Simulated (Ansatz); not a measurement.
# HfC (P1) in Ansatz: convergence with wavefunction cutoff

Aim: find how far wavefunction cutoff must go before the results for HfC settle, at r2SCAN. This setting moves, with any that are tied to it; all else stays.

Everything below comes from runs of Ansatz 0.2.0. Logs are shortened: lines on timing, memory, paths and dates and some standing lists are left out, and cuts for length are marked.

### 1 The cell of the first run

The typed cell holds 2 atoms: a = 2.439 Å, b = 4.695 Å, c = 2.562 Å, α = 90.00°, β = 90.00°, γ = 90.00°.

The cell was built by a generator and needn't be a form met in nature.

The cell isn't the ideal one: atoms moved at random, drawn with an rms of 0.05 Å.

### 2 With wavefunction cutoff 400 eV

File input.yaml:

```yaml
crystal:
  lattice:
    - [2.43942588, 0.0, 0.0]
    - [0.0, 4.69499661, 0.0]
    - [0.0, 0.0, 2.56227473]
  atoms:
    - { symbol: Hf, position: [-0.010422, -0.001904, 0.023842] }
    - { symbol: C, position: [-0.019, 0.503948, 0.753365] }
hamiltonian:
  xc: r2scan
  pseudopotentials: { kind: nc, accuracy: stringent }
kpoints:
  mp_grid: { grid: [8, 4, 8] }
scf:
  occupations: { method: fermi_dirac, width: 0.1 }
output:
  forces: true
  stress: true
  eigenvalues: true
basis:
  ecutwfc: "400 eV"
```

Potentials or basis: PseudoDojo stringent (PBE files).

The run is started by

```console
> ansatz run input.yaml --threads 2 --pin off --max-ram 5632MiB --backend cpu --events-out ev --progress --plain --runs-dir out
```

What it wrote:

```text
Warning: basis.ecutwfc = 400 eV is below the records' recommended 1795.951492 eV, and the density's cutoff is lower with it unless basis.ecutrho_ratio is high enough to keep the records' density cutoff: compare with a run at a higher cutoff
Warning: hamiltonian.xc reads the kinetic-energy density τ on the library's norm-conserving files, and those of Hf, C were made for PBE. This build holds files of Hf, C that were made for r²SCAN, which a deck under this functional can read where it names no table (hamiltonian.pseudopotentials.accuracy or source), types no xc_functional and has no exact exchange, max_exx_coeff or level of output.embedding that keeps them out. To compare such runs, type hamiltonian.pseudopotentials: {kind: paw, frozen_core: stored} on both or, where PAW refuses one, {kind: nc, accuracy: standard}
Warning: RAYON_NUM_THREADS=2 ignored (pool sized by the plan → 2); use --threads N
Engine: ansatz 0.2.0, aarch64-unknown-linux-gnu
Pseudopotentials: kind: nc
Pseudopotential: Hf, nc, valence charge 26, recommended cutoff 1795.951492 eV (normal), Hf.nc.azcp (PseudoDojo's, or run here from an input of PseudoDojo's; its table is named by hamiltonian.pseudopotentials.accuracy)
Pseudopotential: C, nc, valence charge 4, recommended cutoff 1115.666836 eV (normal), C.nc.azcp (PseudoDojo's, or run here from an input of PseudoDojo's; its table is named by hamiltonian.pseudopotentials.accuracy)
Functional definition: r2SCAN
  parameter k0 = 0.174
  parameter k1 = 0.065
  parameter a1 = 4.9479
  exchange = r2scan_x(k0 = k0, k1 = k1, a1 = a1)
  correlation = r2scan_c
Crystal: 2 atoms, lattice volume = 29.346 Å³
Basis set: ecut = 400 eV, 529 PW (Γ), exchange–correlation on 64×128×72 points (64 copies of the dense FFT grid, shifted against one another)
Bands: 19, of which v1, the nominal top of the filled ones, is band 15 counted from 1 (14 counted from 0)
Symmetry: 1 space group operations
Space group: P1 (ITA 1), of the structure as read, at distance tolerance 3.1e-5 Å
k-points: 132 of 256 (time reversal used)
Non-local potential: Hf, projectors of the file, l = 0: 2, l = 1: 2, l = 2: 2, l = 3: 2
Non-local potential: C, projectors of the file, l = 0: 2, l = 1: 2
Initial density: superposition of atomic densities (chi_scale 0.1, normalization cell, long waves kept (reshape's long-wave potential 0.04 eV rms))
Initial wavefunctions: pseudopotential atomic-orbital guess
Functional: x = r2scan, c = r2scan; τ floored in thin density (d = 2e-4 eV/Å³)
SCF iter   1: F=—  HF=-7660.702164 eV  |F-HF|=—  |Δ(HF+E_count)|=         —  Δρ=2.58e0  dr2=1.22e3  dr2_τ=2.60e4  ethr=3.10e-3  ⟨swp⟩=7.6  Hψ=15806  notcnv=0
[... 17 lines left out ...]
Free energy (F): -7183.613938 eV
Harris-Foulkes:  -7183.613938 eV  (|F-HF|=1.86e-8)
Internal energy: -7183.501197 eV  (E = F + TS)
E sigma→0 (E₀):  -7183.557568 eV
Entropy (-TS):   -0.112741 eV (-56.370 meV/atom)
Fermi energy:    21.161538 eV
--- Per-component energies (eV) ---
  E_band       = -407.522531
  E_kinetic    = 2011.659600
  E_local      = -6521.785283  (includes V_loc(G=0)·N_el)
  E_nonlocal   = 712.679407
  E_hartree    = 2108.559090
  E_xc         = -1059.917749
  E_vxc        = -886.070910  (∫ρ·V_xc dr)
  E_vtau       = 58.882289  (kinetic-family band-sum trace: ∫τ·v_τ [+ j·A + Jᵃ·Aᵃ] dr)
  E_ewald      = -4434.696261
  E_smearing   = -0.112741  (= −TS)
  E_closure    = 0.000000  (closes the sum)
  Σ components = -7183.613938   (vs F -7183.613938, Δ=0.00e0)
--- Forces (eV/Å), atoms counted from 1 ---
  atom   1  Hf    -0.05411938    -0.36761398    -0.05001915
  atom   2  C      0.05415143     0.36745603     0.04949690
  max |Σ_I F_I| component: 5.22e-4 eV/Å
--- Stress (GPa, compression-positive) ---
      -17.996072      -0.171516       0.223039
       -0.171516     -93.494269       0.344514
        0.223039       0.344514     -45.460209
  P = ⅓ Tr σ = -52.3168 GPa (-523.168 kbar)
--- Band table (eV; the first three rows and the last of 132) ---
  k-point 0: bands = ["-104.4866", "-61.2441", "-60.9870", "-60.6361", "-5.6267", "-4.4478", "-2.5046", "-2.1745", "-1.6424", "5.2265", "11.7935", "14.2106", "19.6669", "19.9967", "21.1657", "21.7193", "22.4074", "23.8390", "24.6597", "24.7676", "27.2866", "29.6639", "33.9524"]
  k-point 1: bands = ["-104.5299", "-61.2423", "-61.0310", "-60.6346", "-5.4415", "-4.1979", "-2.8044", "-2.1816", "-1.8151", "5.5982", "11.9844", "14.6515", "19.6591", "20.3764", "20.5523", "21.7958", "21.9413", "22.1182", "23.6059", "24.8717", "27.1638", "29.3026", "32.0720"]
  k-point 2: bands = ["-104.4204", "-61.2335", "-61.1355", "-60.6259", "-5.1562", "-3.4431", "-3.2148", "-2.1043", "-2.0525", "6.7541", "12.6427", "15.8343", "19.4757", "20.3542", "21.1410", "21.7392", "22.7814", "23.1561", "23.3888", "25.8426", "27.3014", "27.6511", "28.4418"]
  k-point 131: bands = ["-104.5453", "-61.2376", "-61.1779", "-61.1638", "-4.6724", "-3.7698", "-3.5063", "-2.3521", "-0.4004", "13.5582", "16.8070", "17.5771", "18.5761", "18.7750", "19.7128", "20.4722", "21.3929", "21.8879", "22.7840", "23.4407", "23.5689", "25.4204", "27.6747"]
```

Wall time 17 s (2 threads of Arm Neoverse V1, shared host); peak memory 0.3 GiB.

What came out:

| Property | Result |
| --- | --- |
| Free energy | -7183.6139 eV |
| Pressure | -52.3 GPa |
| Largest force | 0.375 eV/Å |
| Band gap on the k mesh | none (metal or under the smearing width) |

### 3 With wavefunction cutoff 500 eV

Changes to input.yaml since step 2:

```diff
@@ -20,2 +20,2 @@
 basis:
-  ecutwfc: "400 eV"
+  ecutwfc: "500 eV"
```

Potentials or basis: PseudoDojo stringent (PBE files).

The run is started by

```console
> ansatz run input.yaml --threads 2 --pin off --max-ram 5632MiB --backend cpu --events-out ev --progress --plain --runs-dir out
```

It took 23 s on 2 threads of Arm Neoverse V1, shared host; peak memory 0.38 GiB.

Results:

```
Free energy            : -7271.8263 eV
Pressure               : 1.4 GPa
Largest force          : 0.538 eV/Å
Band gap on the k mesh : none (metal or under the smearing width)
```

### 4 With wavefunction cutoff 600 eV

Changes to input.yaml since step 3:

```diff
@@ -20,2 +20,2 @@
 basis:
-  ecutwfc: "500 eV"
+  ecutwfc: "600 eV"
```

The run is started by

```console
> ansatz run input.yaml --threads 2 --pin off --max-ram 5632MiB --backend cpu --events-out ev --progress --plain --runs-dir out
```

Run time: 31 s. Hardware: 2 threads of Arm Neoverse V1, shared host; peak memory 0.37 GiB.

What came out:

* Free energy: -7407.4068 eV
* Pressure: -118.5 GPa
* Largest force: 1.156 eV/Å
* Band gap on the k mesh: none (metal or under the smearing width)

### 5 With wavefunction cutoff 700 eV

Changes to input.yaml since step 4:

```diff
@@ -20,2 +20,2 @@
 basis:
-  ecutwfc: "600 eV"
+  ecutwfc: "700 eV"
```

The run is started by

```console
> ansatz run input.yaml --threads 2 --pin off --max-ram 5632MiB --backend cpu --events-out ev --progress --plain --runs-dir out
```

Wall time 35 s (2 threads of Arm Neoverse V1, shared host); peak memory 0.42 GiB.

Results:

| Quantity | Value |
| --- | --- |
| Free energy | -7575.5409 eV |
| Pressure | -44.3 GPa |
| Largest force | 0.630 eV/Å |
| Band gap on the k mesh | none (metal or under the smearing width) |

### 6 With wavefunction cutoff 850 eV

Changes to input.yaml since step 5:

```diff
@@ -20,2 +20,2 @@
 basis:
-  ecutwfc: "700 eV"
+  ecutwfc: "850 eV"
```

Potentials or basis: PseudoDojo stringent (PBE files).

The run is started by

```console
> ansatz run input.yaml --threads 2 --pin off --max-ram 5632MiB --backend cpu --events-out ev --progress --plain --runs-dir out
```

It took 33 s on 2 threads of Arm Neoverse V1, shared host; peak memory 0.43 GiB.

The run converged. Its results:

```
Free energy            : -7757.3887 eV
Pressure               : -12.4 GPa
Largest force          : 0.285 eV/Å
Band gap on the k mesh : none (metal or under the smearing width)
```

### 7 With wavefunction cutoff 1000 eV

Changes to input.yaml since step 6:

```diff
@@ -20,2 +20,2 @@
 basis:
-  ecutwfc: "850 eV"
+  ecutwfc: "1000 eV"
```

The run is started by

```console
> ansatz run input.yaml --threads 2 --pin off --max-ram 5632MiB --backend cpu --events-out ev --progress --plain --runs-dir out
```

Run time: 41 s. Hardware: 2 threads of Arm Neoverse V1, shared host; peak memory 0.51 GiB.

Results (log left out):

```
Free energy            : -7856.8548 eV
Pressure               : -2.4 GPa
Largest force          : 0.130 eV/Å
Band gap on the k mesh : none (metal or under the smearing width)
```

### 8 With wavefunction cutoff 1200 eV

Changes to input.yaml since step 7:

```diff
@@ -20,2 +20,2 @@
 basis:
-  ecutwfc: "1000 eV"
+  ecutwfc: "1200 eV"
```

The run is started by

```console
> ansatz run input.yaml --threads 2 --pin off --max-ram 5632MiB --backend cpu --events-out ev --progress --plain --runs-dir out
```

Wall time 51 s (2 threads of Arm Neoverse V1, shared host); peak memory 0.58 GiB.

Results (log left out):

```yaml
Free_energy: -7907.6534 eV
Pressure: 4.1 GPa
Largest_force: 0.064 eV/Å
Band_gap_on_the_k_mesh: none (metal or under the smearing width)
```

### 9 With wavefunction cutoff 1400 eV

Changes to input.yaml since step 8:

```diff
@@ -20,2 +20,2 @@
 basis:
-  ecutwfc: "1200 eV"
+  ecutwfc: "1400 eV"
```

Potentials or basis: PseudoDojo stringent (PBE files).

The run is started by

```console
> ansatz run input.yaml --threads 2 --pin off --max-ram 5632MiB --backend cpu --events-out ev --progress --plain --runs-dir out
```

It took 48 s on 2 threads of Arm Neoverse V1, shared host; peak memory 0.57 GiB.

The run converged. Its results:

```yaml
Free_energy: -7917.9897 eV
Pressure: 5.4 GPa
Largest_force: 0.056 eV/Å
Band_gap_on_the_k_mesh: none (metal or under the smearing width)
```

### 10 With wavefunction cutoff 1700 eV

Changes to input.yaml since step 9:

```diff
@@ -20,2 +20,2 @@
 basis:
-  ecutwfc: "1400 eV"
+  ecutwfc: "1700 eV"
```

The run is started by

```console
> ansatz run input.yaml --threads 2 --pin off --max-ram 5632MiB --backend cpu --events-out ev --progress --plain --runs-dir out
```

Run time: 60 s. Hardware: 2 threads of Arm Neoverse V1, shared host; peak memory 0.71 GiB.

It converged, with:

| Item | Value |
| --- | --- |
| Free energy | -7919.0768 eV |
| Pressure | 5.6 GPa |
| Largest force | 0.054 eV/Å |
| Band gap on the k mesh | none (metal or under the smearing width) |

### 11 The series at a glance

```csv
wavefunction cutoff,"energy less the tightest run, at zero smearing (meV/atom)",pressure (GPa),largest force (eV/Å),SCF cycles,CPU time (s),peak memory (GiB)
400 eV,367749.93,-52.32,0.375,14,33,0.3
500 eV,323655.01,1.44,0.538,16,46,0.38
600 eV,255860.51,-118.49,1.156,20,62,0.37
700 eV,171769.28,-44.26,0.630,15,70,0.42
850 eV,80843.75,-12.42,0.285,13,66,0.43
1000 eV,31110.67,-2.38,0.130,12,82,0.51
1200 eV,5711.64,4.12,0.064,11,100,0.58
1400 eV,543.54,5.36,0.056,10,96,0.57
1700 eV,0.00,5.61,0.054,11,120,0.71
```

Against the tightest run, the largest force stays within 0.005 eV/Å from 1400 eV on. Not settled before the last step: the energy (to 1 meV/atom), the pressure (to 0.1 GPa). The tightest run that finished is the yardstick and may itself not be fully converged.

Caveats: the meta-GGA runs on potentials made for a GGA; the potentials were made for another functional, which shifts forces and pressure; the cutoff lies under the one recommended for these potentials.
